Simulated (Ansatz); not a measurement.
Crystal: Sb.

```xyz
2
Lattice="2.1542 1.2437 3.7580 -2.1542 1.2437 3.7580 0.0000 -2.4875 3.7580" Properties=species:S:1:pos:R:3 pbc="T T T"
Sb    0.0000    0.0000    8.6416
Sb    0.0000    0.0000    2.6324
```

| Item | Value |
| --- | --- |
| Program | Ansatz 0.2.0 |
| Task | relaxation of cell and atoms |
| Functional | PBEsol |
| Dispersion | D4 |
| Potentials or basis | all-electron LAPW, scalar-relativistic |
| Basis error allowed | 0.001 eV/atom |
| k mesh | 8 × 8 × 8 |
| Occupations | fermi-dirac, width 0.05 eV |
| Spin | no spin polarisation |

At the start: volume 30.21 Å³/atom.

Q: How do energy, volume and symmetry change on relaxing?

A: Over 6 steps the energy falls by 9.6 meV/atom and the volume is 28.90 Å³/atom (-4.3 %); space group R-3m (No. 166, to 0.05 Å).

Step by step:
```
step  energy change (eV)  largest force (eV/Å)  volume (Å³)
   1              0.0000                0.1016        60.41
   2             -0.0149                0.0934        57.45
   3             -0.0185                0.0054        57.84
   4             -0.0191                0.0085        57.80
   5             -0.0191                0.0005        57.79
   6             -0.0191                0.0005        57.79
```

Final structure:
```
Sb
1.0
     2.14568    1.23881    3.62372
    -2.14568    1.23881    3.62372
     0.00000   -2.47761    3.62372
Sb
2
Direct
  0.76308 0.76308 0.76308
  0.23692 0.23692 0.23692
```
